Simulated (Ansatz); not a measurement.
This script makes an equation of state with a fit of SiC, space group P6_3mc with the Ansatz DFT code, driven from Python.

`eos_sic.py`
```python
import ansatz as az
from ase.eos import EquationOfState
from ase.units import GPa
import numpy as np

VECTORS = np.array([
    [3.076, 0.0, 0.0],
    [-1.538, 2.66389414, 0.0],
    [0.0, 0.0, 5.048],
])
SITES = [
    ("Si", (1 / 3, 2 / 3, 0.0)),
    ("Si", (2 / 3, 1 / 3, 0.5)),
    ("C", (1 / 3, 2 / 3, 0.385)),
    ("C", (2 / 3, 1 / 3, 0.885)),
]


def build(cell):
    crystal = az.Crystal(lattice=az.Lattice.of(cell))
    for symbol, position in SITES:
        crystal = crystal.atom(symbol, position)
    return crystal

volumes, energies = [], []
for scale in np.linspace(0.94, 1.06, 7):
    cell = VECTORS * scale ** (1 / 3)
    job = (
        build(cell).calculation()
        .occupations("Fixed")
        .functional(az.Functional.PBESOL)
        .basis(500)
        .kpoints(12, 12, 4)
    )
    r = job.run().report
    volumes.append(abs(np.linalg.det(cell)) / len(SITES))
    energies.append(r["free_energy_ev"] / len(SITES))
    print(f"V = {volumes[-1]:8.4f} A^3/atom  F = {energies[-1]:.5f} eV/atom")

eos = EquationOfState(volumes, energies, eos="murnaghan")
v0, e0, bulk = eos.fit()
print(f"V0 = {v0:.4f} A^3/atom, E0 = {e0:.5f} eV/atom, B = {bulk / GPa:.1f} GPa")
```

Its results, one of them left out:

| V (Å³/atom) | F less the lowest row shown (meV/atom) |
| --- | --- |
| 9.721 | ? |
| 9.927 | 12.99 |
| 10.134 | 3.32 |
| 10.341 | 0.00 |
| 10.548 | 2.45 |
| 10.755 | 10.13 |
| 10.961 | 22.55 |

What is the missing energy at 9.721 Å³ an atom?

A third-order Birch-Murnaghan fit, E = E0 + (9 V0 B0 / 16) [(t - 1)³ B' + (t - 1)² (6 - 4t)] with t = (V0/V)^(2/3), through the 6 rows shown gives V0 = 10.353 Å³, B0 = 222.1 GPa, B' = 3.90 and E0 = -0.01 meV. At V = 9.721 Å³, t = 1.04293, and the fit extrapolates to 29.69 meV. The run gave 29.68 meV, a miss of 0.01 meV.

Notes:
- Shape and fractional positions are held along the curve, so the bulk modulus is an upper value where they are free to relax.
- The structure is a deposited one; some such entries were measured under pressure or heat, so a shift against it needn't be the functional's error alone.
- By the engine's processor time: 13 s on 1 thread of Intel(R) Xeon(R) Processor @ 2.30GHz, with other jobs on the host, peak memory 0.51 GiB.
